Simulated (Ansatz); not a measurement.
Antifluorite Na2S, relaxed with r2SCAN, was run in the plane-wave code Ansatz under altered settings. All numbers are computed, without spin polarisation but where a row says otherwise.

```yaml
crystal:
  lattice:
    - [0.00000, 3.25543, 3.25543]
    - [3.25543, 0.00000, 3.25543]
    - [3.25543, 3.25543, 0.00000]
  atoms:
    - { symbol: S, position: [0.00000, 0.00000, 0.00000] }
    - { symbol: Na, position: [0.25000, 0.25000, 0.25000] }
    - { symbol: Na, position: [0.75000, 0.75000, 0.75000] }
```

The base run's other keys:
```yaml
kpoints:
  mp_grid: { grid: [4, 4, 4] }
hamiltonian:
  xc: hse06
scf:
  occupations: { method: fixed }
  n_extra_bands: 4
```

It takes 11 iterations with 1363 plane waves at 420 eV and 8 k points, and leaves a mean stress of +0.18 GPa. The gap over this mesh is 3.527 eV.

Outcomes, with energy and stress as changes against the base:
```csv
setting,outcome,ΔF (meV/atom),Δ mean stress (GPa),gap on the mesh (eV),iterations
"PBE hybrid, exx coeff 1.5, omega 0.3 1/Å",refused,–,–,–,–
"PBE hybrid, exx coeff 0.75, omega 0.1 1/Å",converged,–,-1.2,6.660,17
"PBE hybrid, exx coeff 1.0, omega 0.1 1/Å",converged,–,-1.7,8.126,17
scf.exx.ecutfock_ratio: 4,converged,0.0,0.0,3.527,11
scf.mixing.ndim: 30,converged,0.0,0.0,3.527,11
scf.occupations: cold 0.05,converged,0.0,0.0,3.527,11
```
A dash marks a value that wasn't obtained or can't be compared. Stress is positive in compression.

- PBE hybrid, exx coeff 1.5, omega 0.3 1/Å. The input is refused before any iteration. Error: invalid value for `hamiltonian.xc.exx.coeff`: must be finite and in (0, 1]; got 1.5
- PBE hybrid, exx coeff 0.75, omega 0.1 1/Å. That is 75 % exact exchange, screened with ω = 0.1 1/Å, against HSE06's 25 % screened at 0.208 1/Å. The mean stress moves by -1.2 GPa and the gap on the mesh by +3.133 eV (to 6.660). Totals of different functionals aren't comparable. The program warns that on this mesh the truncation of the exchange isn't bounded, so part of the change can be an error of the mesh.
- PBE hybrid, exx coeff 1.0, omega 0.1 1/Å. That is 100 % exact exchange, screened with ω = 0.1 1/Å, against HSE06's 25 % screened at 0.208 1/Å. The mean stress moves by -1.7 GPa and the gap on the mesh by +4.598 eV (to 8.126). Totals of different functionals aren't comparable. The program warns that on this mesh the truncation of the exchange isn't bounded, so part of the change can be an error of the mesh.

Within 1 meV an atom, 0.1 GPa and 0.005 eV of the base stay: scf.exx.ecutfock_ratio: 4; scf.mixing.ndim: 30; scf.occupations: cold 0.05.

The program warns that its thresholds are loose for a hybrid's stress.

The meshes of the hybrids are coarse, so their gaps aren't converged to the digits shown.
